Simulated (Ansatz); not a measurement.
# Al2O3 (P-6m2) in Ansatz: settings compared

One crystal, Al2O3, is run at these levels: PBE, PBE+D3(BJ); tasks: relaxation of cell and atoms.

Program: Ansatz 0.2.0. These are calculated values, not measurements. Logs are shortened: lines on timing, memory, paths and dates and some standing lists are left out, and cuts for length are marked.

### Step 1. The crystal as given

It takes space group P-6m2 (No. 187, hexagonal). Conventional cell: a = 2.884 Å, b = 2.884 Å, c = 9.337 Å, α = 90.00°, β = 90.00°, γ = 120.00°. Around Al (site symmetry 3m) lie 3 O at 1.80 Å. O (site symmetry 3m) is surrounded by 3 Al at 1.80 Å. O (site symmetry -6m2) is surrounded by 6 Al at 2.18 Å.

Measurements of this composition are mostly on another form, of space group No. 167.

### Step 2. Relaxation of cell and atoms, PBE

Contents of input.yaml:

```yaml
crystal:
  lattice:
    - [2.8843249483, 0.0, 0.0]
    - [-1.4421624742, 2.497898678, 0.0]
    - [0.0, 0.0, 9.33675446]
  atoms:
    - { symbol: Al, position: [0.0, 0.0, 0.85000767] }
    - { symbol: Al, position: [0.0, 0.0, 0.14999233] }
    - { symbol: O, position: [0.3333333333, 0.6666666667, 0.77768308] }
    - { symbol: O, position: [0.6666666667, 0.3333333333, 0.0] }
    - { symbol: O, position: [0.3333333333, 0.6666666667, 0.22231692] }
hamiltonian:
  xc: pbe
  pseudopotentials: { kind: paw }
kpoints:
  mp_grid: { grid: [8, 8, 3] }
scf:
  occupations: { method: fermi_dirac, width: 0.05 }
output:
  forces: true
  stress: true
  eigenvalues: true
relax:
  f_tol: 0.01
  max_steps: 40
  cell: { stress_tol: 0.05 }
```

Potentials or basis: Ansatz PAW.

On the command line:

```sh
ansatz run input.yaml --threads 2 --pin off --max-ram 5632MiB --backend cpu --events-out ev --progress --plain --runs-dir out
```

The program printed:

```text
Warning: RAYON_NUM_THREADS=2 ignored (pool sized by the plan → 2); use --threads N
Engine: ansatz 0.2.0, aarch64-unknown-linux-gnu
Pseudopotentials: kind: paw
Pseudopotential: Al, paw, valence charge 3, recommended cutoff 420 eV (normal), Al.paw.azcp
Pseudopotential: O, paw, valence charge 6, recommended cutoff 420 eV (normal), O.paw.azcp
Functional definition: PBE
  parameter kappa = 0.804
  parameter beta = 0.06672455060314922
  exchange = pbe_x(kappa = kappa, mu = beta*pi^2/3)
  correlation = pbe_c(beta = beta)
Crystal: 5 atoms, lattice volume = 67.269 Å³
Basis set: ecut = 420 eV, 1315 PW (Γ), exchange–correlation on 40×40×128 points (8 copies of the dense FFT grid, shifted against one another)
Bands: 17, of which v1, the nominal top of the filled ones, is band 12 counted from 1 (11 counted from 0)
Symmetry: 12 space group operations
Space group: P-6m2 (ITA 187), of the structure as read, at distance tolerance 4.1e-5 Å
k-points: 20 of 192 (time reversal used)
Non-local potential: Al, projectors of the file, l = 0: 2, l = 1: 2, l = 2: 1
Non-local potential: O, projectors of the file, l = 0: 2, l = 1: 2, l = 2: 1
PAW form: soft (Blöchl's): semilocal exchange-correlation on the pseudo side does not see the compensation charge
PAW one-centre angular grid: Al, 110 points (default); XC on 64 Gauss nodes
PAW one-centre angular grid: O, 110 points (default); XC on 64 Gauss nodes
Initial density: superposition of atomic densities (neutral atoms: chi_scale 0, normalization atom), corrected by the library's trained network
Initial wavefunctions: pseudopotential atomic-orbital guess
Functional: x = pbe(κ = 0.804, μ = 0.2195149727645171), c = pbe(β = 0.06672455060314922)
SCF iter   1: F=—  HF=-2783.799802 eV  |F-HF|=—  |Δ(HF+E_count)|=         —  Δρ=2.66e-3  dr2=1.31e-2  ethr=1.77e-3  ⟨swp⟩=7.8  Hψ=2400  notcnv=0
preconditioner: auto → none  [insulator: Δε(μ)=4.856 eV  Ē_g=15.938 eV  σ=0.050 eV  W_gap=1.00  n_scr=6 (ndim 8)  ℏωp=22.2 eV  f_vac=0.285  D(μ)=0.00/eV (n_scr^D=0)  ε∞_Penn≈2.9]
SCF iter   2: F=—  HF=-2783.800080 eV  |F-HF|=—  |Δ(HF+E_count)|=   2.78e-4  Δρ=2.73e-3  dr2=5.25e-3  ethr=5.45e-5  ⟨swp⟩=3.2  Hψ=809  notcnv=0  defer=20
SCF iter   3: F=—  HF=-2783.799911 eV  |F-HF|=—  |Δ(HF+E_count)|=   1.69e-4  Δρ=8.73e-4  dr2=4.89e-4  ethr=2.19e-5  ⟨swp⟩=2.2  Hψ=559  notcnv=0  defer=20
SCF iter   4: F=—  HF=-2783.801282 eV  |F-HF|=—  |Δ(HF+E_count)|=   1.37e-3  Δρ=3.30e-4  dr2=6.60e-5  ethr=2.04e-6  ⟨swp⟩=3.3  Hψ=687  notcnv=0  defer=20
SCF iter   5: F=—  HF=-2783.801235 eV  |F-HF|=—  |Δ(HF+E_count)|=   4.67e-5  Δρ=6.65e-5  dr2=1.83e-6  ethr=2.75e-7  ⟨swp⟩=2.6  Hψ=625  notcnv=0  defer=20
SCF iter   6: F=—  HF=-2783.801235 eV  |F-HF|=—  |Δ(HF+E_count)|=   1.14e-7  Δρ=1.27e-5  dr2=1.49e-7  ethr=7.62e-9  ⟨swp⟩=2.7  Hψ=640  notcnv=0  defer=20
SCF iter   7: F=-2783.801235 eV  HF=-2783.801235 eV  |F-HF|=3.82e-9  |Δ(HF+E_count)|=   2.99e-8  Δρ=3.41e-6  dr2=6.66e-9  ethr=4.17e-10  ⟨swp⟩=11.4  Hψ=1901  notcnv=0
SCF 1 converged in 7 iterations: F = -2783.801235 eV  dr2 = 6.66e-9
relax step   1: F+E_penalty+E_count = -2783.80123506 eV  Δ(F+E_penalty+E_count) = +0.000e0 eV  max|allowed force component| = 4.199e-2 eV/Å  Δτ_max = 0.0000 Å  P = +0.076 GPa  Ω = 67.269 Å³  (7 SCF iters, dr2 threshold 1.00e-7 eV, accepted)
Crystal: 5 atoms, lattice volume = 67.145 Å³
Initial density: handed on by an earlier stage of this run
Initial wavefunctions: those handed on with the density
iter 1 solved again at ethr=5.72e-7 eV; its pass at ethr=3.10e-3 eV (dr2=1.37e-4 eV) is discarded
SCF iter   1: F=—  HF=-2783.801864 eV  |F-HF|=—  |Δ(HF+E_count)|=         —  Δρ=4.70e-4  dr2=1.44e-4  ethr=5.72e-7  ⟨swp⟩=2.4  Hψ=2152  notcnv=0
preconditioner: auto → none  [insulator: Δε(μ)=4.802 eV  Ē_g=15.914 eV  σ=0.050 eV  W_gap=1.00  n_scr=6 (ndim 8)  ℏωp=22.2 eV  f_vac=0.283  D(μ)=0.00/eV (n_scr^D=0)  ε∞_Penn≈2.9]
SCF iter   2: F=—  HF=-2783.801834 eV  |F-HF|=—  |Δ(HF+E_count)|=   3.01e-5  Δρ=2.41e-4  dr2=2.68e-5  ethr=5.72e-7  ⟨swp⟩=2.0  Hψ=501  notcnv=0
SCF iter   3: F=—  HF=-2783.801770 eV  |F-HF|=—  |Δ(HF+E_count)|=   6.41e-5  Δρ=1.47e-4  dr2=9.94e-6  ethr=1.12e-7  ⟨swp⟩=2.6  Hψ=573  notcnv=0
SCF iter   4: F=—  HF=-2783.801769 eV  |F-HF|=—  |Δ(HF+E_count)|=   1.15e-6  Δρ=5.89e-5  dr2=1.17e-6  ethr=4.14e-8  ⟨swp⟩=2.6  Hψ=534  notcnv=0
SCF iter   5: F=-2783.801769 eV  HF=-2783.801769 eV  |F-HF|=9.34e-9  |Δ(HF+E_count)|=   1.37e-8  Δρ=1.86e-5  dr2=9.88e-8  ethr=4.59e-10  ⟨swp⟩=5.2  Hψ=1944  notcnv=0
SCF 2 converged in 5 iterations: F = -2783.801769 eV  dr2 = 9.88e-8
relax step   2: F+E_penalty+E_count = -2783.80176881 eV  Δ(F+E_penalty+E_count) = -5.337e-4 eV  max|allowed force component| = 1.932e-2 eV/Å  Δτ_max = 0.0049 Å  P = +0.060 GPa  Ω = 67.145 Å³  energy of the carried Pulay correction = +4.189e-4 eV  (5 SCF iters, dr2 threshold 1.10e-7 eV, accepted)
Crystal: 5 atoms, lattice volume = 67.069 Å³
iter 1 solved again at ethr=3.08e-7 eV; its pass at ethr=3.10e-3 eV (dr2=7.40e-5 eV) is discarded
SCF iter   1: F=—  HF=-2783.802124 eV  |F-HF|=—  |Δ(HF+E_count)|=         —  Δρ=3.29e-4  dr2=6.66e-5  ethr=3.08e-7  ⟨swp⟩=3.0  Hψ=2369  notcnv=0
preconditioner: auto → none  [insulator: Δε(μ)=4.791 eV  Ē_g=15.912 eV  σ=0.050 eV  W_gap=1.00  n_scr=6 (ndim 8)  ℏωp=22.2 eV  f_vac=0.282  D(μ)=0.00/eV (n_scr^D=0)  ε∞_Penn≈2.9]
SCF iter   2: F=—  HF=-2783.802058 eV  |F-HF|=—  |Δ(HF+E_count)|=   6.59e-5  Δρ=1.61e-4  dr2=1.21e-5  ethr=2.77e-7  ⟨swp⟩=2.0  Hψ=492  notcnv=0
SCF iter   3: F=—  HF=-2783.802056 eV  |F-HF|=—  |Δ(HF+E_count)|=   1.80e-6  Δρ=1.04e-4  dr2=5.20e-6  ethr=5.02e-8  ⟨swp⟩=2.6  Hψ=574  notcnv=0
SCF iter   4: F=—  HF=-2783.802055 eV  |F-HF|=—  |Δ(HF+E_count)|=   6.23e-7  Δρ=3.74e-5  dr2=3.47e-7  ethr=2.17e-8  ⟨swp⟩=2.5  Hψ=534  notcnv=0
SCF iter   5: F=-2783.802055 eV  HF=-2783.802055 eV  |F-HF|=3.98e-9  |Δ(HF+E_count)|=   7.93e-8  Δρ=8.74e-6  dr2=1.82e-8  ethr=1.19e-10  ⟨swp⟩=5.0  Hψ=1933  notcnv=0
SCF 3 converged in 5 iterations: F = -2783.802055 eV  dr2 = 1.82e-8
relax step   3: F+E_penalty+E_count = -2783.80205531 eV  Δ(F+E_penalty+E_count) = -2.865e-4 eV  max|allowed force component| = 1.321e-2 eV/Å  Δτ_max = 0.0031 Å  P = -0.010 GPa  Ω = 67.069 Å³  energy of the carried Pulay correction = +6.737e-4 eV  (5 SCF iters, dr2 threshold 2.85e-8 eV, accepted)
Crystal: 5 atoms, lattice volume = 67.021 Å³
iter 1 solved again at ethr=9.70e-8 eV; its pass at ethr=3.10e-3 eV (dr2=2.33e-5 eV) is discarded
SCF iter   1: F=—  HF=-2783.802278 eV  |F-HF|=—  |Δ(HF+E_count)|=         —  Δρ=2.18e-4  dr2=2.34e-5  ethr=9.70e-8  ⟨swp⟩=2.5  Hψ=2250  notcnv=0
preconditioner: auto → none  [insulator: Δε(μ)=4.790 eV  Ē_g=15.912 eV  σ=0.050 eV  W_gap=1.00  n_scr=6 (ndim 8)  ℏωp=22.2 eV  f_vac=0.282  D(μ)=0.00/eV (n_scr^D=0)  ε∞_Penn≈3.0]
SCF iter   2: F=—  HF=-2783.802229 eV  |F-HF|=—  |Δ(HF+E_count)|=   4.82e-5  Δρ=1.13e-4  dr2=4.53e-6  ethr=9.70e-8  ⟨swp⟩=2.1  Hψ=511  notcnv=0
SCF iter   3: F=—  HF=-2783.802228 eV  |F-HF|=—  |Δ(HF+E_count)|=   1.94e-6  Δρ=6.53e-5  dr2=1.97e-6  ethr=1.89e-8  ⟨swp⟩=2.6  Hψ=640  notcnv=0
SCF iter   4: F=—  HF=-2783.802227 eV  |F-HF|=—  |Δ(HF+E_count)|=   1.15e-7  Δρ=2.33e-5  dr2=2.38e-7  ethr=8.21e-9  ⟨swp⟩=2.5  Hψ=550  notcnv=0
SCF iter   5: F=-2783.802227 eV  HF=-2783.802227 eV  |F-HF|=2.09e-9  |Δ(HF+E_count)|=   3.82e-8  Δρ=6.20e-6  dr2=9.49e-9  ethr=4.55e-11  ⟨swp⟩=5.0  Hψ=1918  notcnv=0
SCF 4 converged in 5 iterations: F = -2783.802227 eV  dr2 = 9.49e-9
relax step   4: F+E_penalty+E_count = -2783.80222736 eV  Δ(F+E_penalty+E_count) = -1.720e-4 eV  max|allowed force component| = 4.209e-3 eV/Å  Δτ_max = 0.0019 Å  P = -0.018 GPa  Ω = 67.021 Å³  energy of the carried Pulay correction = +8.352e-4 eV  (5 SCF iters, dr2 threshold 1.09e-8 eV, accepted)
Initial wavefunctions: pseudopotential atomic-orbital guess (no wavefunctions were taken with the density)
iter 1 solved again at ethr=2.68e-7 eV; its pass at ethr=3.10e-3 eV (dr2=6.44e-5 eV) is discarded
SCF iter   1: F=—  HF=-2783.801159 eV  |F-HF|=—  |Δ(HF+E_count)|=         —  Δρ=4.29e-5  dr2=1.78e-7  ethr=2.68e-7  ⟨swp⟩=3.5  Hψ=3381  notcnv=0
preconditioner: auto → none  [insulator: Δε(μ)=4.788 eV  Ē_g=15.912 eV  σ=0.050 eV  W_gap=1.00  n_scr=6 (ndim 8)  ℏωp=22.2 eV  f_vac=0.282  D(μ)=0.00/eV (n_scr^D=0)  ε∞_Penn≈3.0]
SCF iter   2: F=—  HF=-2783.801117 eV  |F-HF|=—  |Δ(HF+E_count)|=   4.17e-5  Δρ=1.97e-5  dr2=4.46e-8  ethr=7.42e-10  ⟨swp⟩=3.0  Hψ=715  notcnv=0
SCF iter   3: F=—  HF=-2783.801118 eV  |F-HF|=—  |Δ(HF+E_count)|=   6.64e-8  Δρ=7.72e-6  dr2=1.23e-8  ethr=1.86e-10  ⟨swp⟩=2.2  Hψ=557  notcnv=0
SCF iter   4: F=—  HF=-2783.801118 eV  |F-HF|=—  |Δ(HF+E_count)|=   7.10e-9  Δρ=2.27e-6  dr2=2.57e-9  ethr=5.13e-11  ⟨swp⟩=2.0  Hψ=572  notcnv=0
SCF iter   5: F=—  HF=-2783.801118 eV  |F-HF|=—  |Δ(HF+E_count)|=  4.61e-10  Δρ=6.31e-7  dr2=9.44e-11  ethr=1.07e-11  ⟨swp⟩=2.2  Hψ=520  notcnv=0
SCF iter   6: F=-2783.801118 eV  HF=-2783.801118 eV  |F-HF|=1.64e-11  |Δ(HF+E_count)|=  8.09e-11  Δρ=2.10e-7  dr2=3.36e-11  ethr=1.00e-12  ⟨swp⟩=7.0  Hψ=1790  notcnv=0
SCF 5 converged in 6 iterations: F = -2783.801118 eV  dr2 = 3.36e-11
relax step   5: F+E_penalty+E_count = -2783.80111757 eV  Δ(F+E_penalty+E_count) = +1.110e-3 eV  max|allowed force component| = 4.331e-3 eV/Å  Δτ_max = 0.0000 Å  P = -0.043 GPa  Ω = 67.021 Å³  stress off target by 4.45e-2 GPa  SCF on the basis re-selected at this cell (its energy is not comparable with the rows above)  (6 SCF iters)
basis re-selected at this cell: Δ(F+E_penalty+E_count) = +1.110e-3 eV, ΔP = -0.025 GPa vs the last step (what re-selecting the basis moved, of the pressure what is left beyond the Pulay correction that the steps carried, after the strain that the cell walked since its last selection, with what the two solves' SCF thresholds leave and, on support functions, any second-order correction that the steps lacked; it is no measure of the basis error at this ecutwfc). This SCF's stress stands 4.45e-2 GPa from its target on what of the cell is left free (relax.cell.stress_tol is 5.00e-2 GPa) and its largest allowed force component is 4.33e-3 eV/Å (relax.f_tol is 1.00e-2 eV/Å): within both
SCF converged after 6 iterations
Free energy (F): -2783.801118 eV
Harris-Foulkes:  -2783.801118 eV  (|F-HF|=1.64e-11)
Internal energy: -2783.801118 eV  (E = F + TS)
E sigma→0 (E₀):  -2783.801118 eV
Fermi energy:    4.399981 eV
--- Per-component energies (eV) ---
  E_band       = -100.406976
  E_kinetic    = 585.710287
  E_local      = -2565.378459  (includes V_loc(G=0)·N_el)
  E_nonlocal   = 162.271809
  E_hartree    = 1089.531158
  E_xc         = -305.145450
  E_vxc        = -346.183325  (∫ρ·V_xc dr)
  E_paw        = -1410.191316  (= ΣΔE_a)
  E_vpaw       = -115.897127  (= ΣTr[D̂ρ^β])
  E_aug_tail   = 0.007546  (compensation charges beyond the density's cutoff)
  E_ewald      = -340.606693
  E_smearing   = -0.000000  (= −TS)
  E_closure    = 0.000000  (closes the sum)
  Σ components = -2783.801118   (vs F -2783.801118, Δ=0.00e0)
--- Forces (eV/Å), atoms counted from 1 ---
  atom   1  Al    -0.00000000     0.00000000    -0.00433145
  atom   2  Al    -0.00000000     0.00000000     0.00433145
  atom   3  O      0.00000000    -0.00000000     0.00407991
  atom   4  O     -0.00000000    -0.00000000     0.00000000
  atom   5  O      0.00000000    -0.00000000    -0.00407991
  max |Σ_I F_I| component: 2.04e-16 eV/Å
--- Stress (GPa, compression-positive) ---
       -0.044547      -0.000000       0.000000
       -0.000000      -0.044547       0.000000
        0.000000       0.000000      -0.039222
  P = ⅓ Tr σ = -0.0428 GPa (-0.428 kbar)
--- Band table (eV; the first three rows and the last of 20) ---
  k-point 0: bands = ["-16.7311", "-15.7153", "-14.5538", "-3.0273", "-0.1884", "0.4690", "0.4690", "0.6951", "0.6951", "1.4137", "1.4137", "1.6984", "6.7132", "9.3414", "9.7399", "11.0960", "14.8717"]
  k-point 1: bands = ["-16.7310", "-15.7156", "-14.5535", "-3.0317", "-0.1614", "0.4689", "0.4689", "0.6948", "0.6948", "1.4136", "1.4136", "1.6605", "6.8198", "8.9812", "9.8913", "11.3290", "14.7281"]
  k-point 2: bands = ["-16.5438", "-15.5761", "-14.4869", "-2.9253", "-0.6710", "-0.0115", "0.0300", "0.2854", "0.5809", "0.9949", "1.3589", "1.8981", "7.5552", "9.7574", "10.2612", "11.6047", "14.6304"]
  k-point 19: bands = ["-14.6894", "-14.5272", "-14.4204", "-3.5706", "-3.2626", "-2.0647", "-1.8434", "-1.7369", "-0.5803", "0.4345", "0.9925", "1.8577", "11.2881", "11.4629", "12.4586", "13.7994", "14.5647"]
--- Relaxed structure (4 steps of the walk, 4 accepted, 1 SCFs on fresh bases) ---
  F+E_penalty+E_count = -2783.80111757 eV   max|allowed force component| = 4.331e-3 eV/Å   (the final SCF, on the basis selected at the relaxed cell)
  cell:  # Å, volume = 67.0214 Å³
    - [2.8840316573691105, 2.88645674804368e-11, 0.0]
    - [-1.4420158287095528, 2.4976446805857555, 0.0]
    - [0.0, 0.0, 9.304285775975966]
  atoms:
    - { symbol: Al, position: [-1.4802973661453342e-17, -2.3684757860264058e-17, 0.8495001207095344] }
    - { symbol: Al, position: [-1.4802973661453342e-17, -2.3684757860264058e-17, 0.15049987929046565] }
    - { symbol: O, position: [0.3333333333333333, 0.6666666666666667, 0.7766183083032615] }
    - { symbol: O, position: [0.6666666666666669, 0.33333333333333337, 2.7869268974705493e-20] }
    - { symbol: O, position: [0.3333333333333333, 0.6666666666666667, 0.2233816916967386] }
```

It took 6.8 s on 2 threads of Arm Neoverse V2, shared host; peak memory 0.32 GiB.

What came out:

```yaml
Free_energy: -2783.8011 eV
Relaxed_volume: 13.40 Å³/atom
Relaxed_cell: a = 2.884 Å, b = 2.884 Å, c = 9.304 Å, α = 90.00°, β = 90.00°, γ = 120.00°
Space_group_after_relaxing_to_0.05_Å: P-6m2 (No. 187)
Energy_gained_by_relaxing: 0.0 meV/atom
Ionic_steps: 5
Pressure_after_relaxing: 0.0 GPa
Largest_force_after_relaxing: 0.004 eV/Å
Band_gap_on_the_k_mesh: 4.79 eV, indirect (least direct gap 5.01 eV)
```

Forces on the atoms (eV/Å):
```
Al   0.000  0.000 -0.004
Al   0.000  0.000  0.004
O    0.000  0.000  0.004
O    0.000  0.000  0.000
O    0.000  0.000 -0.004
```

The path:
```tsv
step	energy change (eV)	largest force (eV/Å)	volume (Å³)
1	0.0000	0.0420	67.27
2	-0.0005	0.0193	67.14
3	-0.0008	0.0132	67.07
4	-0.0010	0.0042	67.02
5	0.0001	0.0043	67.02
```

Final structure:
```
Al O
1.0
     2.88403    0.00000    0.00000
    -1.44202    2.49764    0.00000
     0.00000    0.00000    9.30429
Al O
2 3
Direct
  0.00000 0.00000 0.84950
  0.00000 0.00000 0.15050
  0.33333 0.66667 0.77662
  0.66667 0.33333 0.00000
  0.33333 0.66667 0.22338
```

Caveat: odd divisions of the mesh miss points on the zone boundary, where band edges often lie, so the gap on the mesh can be too wide; the plane-wave basis is chosen anew once the cell has moved, so the energies of steps on either side of that aren't comparable; the pressure holds a Pulay correction of +0.5 GPa for the finite cutoff.

### Step 3. Relaxation of cell and atoms, PBE+D3(BJ)

input.yaml: that of step 2 with these lines changed.

```diff
@@ -14,2 +14,3 @@
   pseudopotentials: { kind: paw }
+  dispersion: d3bj
 kpoints:
@@ -22,2 +23,6 @@
   eigenvalues: true
+  write_density: true
+  write_potential: true
+  elf: true
+  volumetric_format: npy
 relax:
```

Potentials or basis: Ansatz PAW.

On the command line:

```sh
ansatz run input.yaml --threads 2 --pin off --max-ram 5632MiB --backend cpu --events-out ev --progress --plain --runs-dir out
```

Wall time 29 s (2 threads of Arm Neoverse V2, shared host); peak memory 0.33 GiB.

The run converged. Its results:

```yaml
Free_energy: -2784.7353 eV
Relaxed_volume: 10.39 Å³/atom
Relaxed_cell: a = 2.867 Å, b = 2.867 Å, c = 7.298 Å, α = 90.00°, β = 90.00°, γ = 120.00°
Space_group_after_relaxing_to_0.05_Å: P-6m2 (No. 187)
Energy_gained_by_relaxing: 20.0 meV/atom
Ionic_steps: 19
Pressure_after_relaxing: 0.0 GPa
Band_gap_on_the_k_mesh: 4.58 eV, indirect (least direct gap 4.69 eV)
```

Step by step:
```
step  energy change (eV)  largest force (eV/Å)  volume (Å³)
   1              0.0000                0.1051        67.27
   2             -0.0119                0.0463        65.89
   3             -0.0266                0.0932        63.42
   4             -0.0453                0.0930        60.14
   5             -0.0720                0.1282        57.03
   6             -0.0998                0.1499        53.84
   7             -0.1018                0.1031        54.21
   8             -0.1109                0.0174        52.94
   9             -0.1111                0.0279        52.88
  10             -0.1117                0.0098        52.76
  11             -0.1115                0.0006        52.81
  12             -0.0983                0.0002        52.81
  13             -0.1041                0.0143        51.70
  14             -0.1032                0.0028        52.01
  15             -0.1029                0.0009        52.09
  16             -0.0999                0.0009        52.09
  17             -0.1002                0.0003        52.03
  18             -0.1005                0.0015        51.96
  19             -0.0999                0.0015        51.96
```

Final structure:
```cif
data_structure
_symmetry_space_group_name_H-M 'P 1'
_symmetry_Int_Tables_number 1
_cell_length_a 2.8673
_cell_length_b 2.8673
_cell_length_c 7.2979
_cell_angle_alpha 90.000
_cell_angle_beta 90.000
_cell_angle_gamma 120.000
_cell_volume 51.96
loop_
_atom_site_label
_atom_site_type_symbol
_atom_site_fract_x
_atom_site_fract_y
_atom_site_fract_z
_atom_site_occupancy
Al1 Al 0.00000 0.00000 0.80927 1
Al2 Al 0.00000 0.00000 0.19073 1
O1 O 0.33333 0.66667 0.71593 1
O2 O 0.66667 0.33333 0.00000 1
O3 O 0.33333 0.66667 0.28407 1
```

Levels at points of the mesh, in eV from the valence-band top:
```tsv
k point	band 9	band 10	band 11	band 12	band 13	band 14	band 15	band 16
(0.00, 0.00, 0.00)	-1.41	-0.77	-0.77	-0.12	4.58	7.56	8.37	11.78
(0.00, -0.50, 0.00)	-2.13	-1.26	-1.02	-0.85	7.61	8.75	8.95	11.26
```

Caveat: the volume moved by over 15 % at a fixed basis, so the end points are rough; odd divisions of the mesh miss points on the zone boundary, where band edges often lie, so the gap on the mesh can be too wide; the plane-wave basis is chosen anew once the cell has moved, so the energies of steps on either side of that aren't comparable; the pressure holds a Pulay correction of +0.7 GPa for the finite cutoff. A k mesh can miss the band edges.
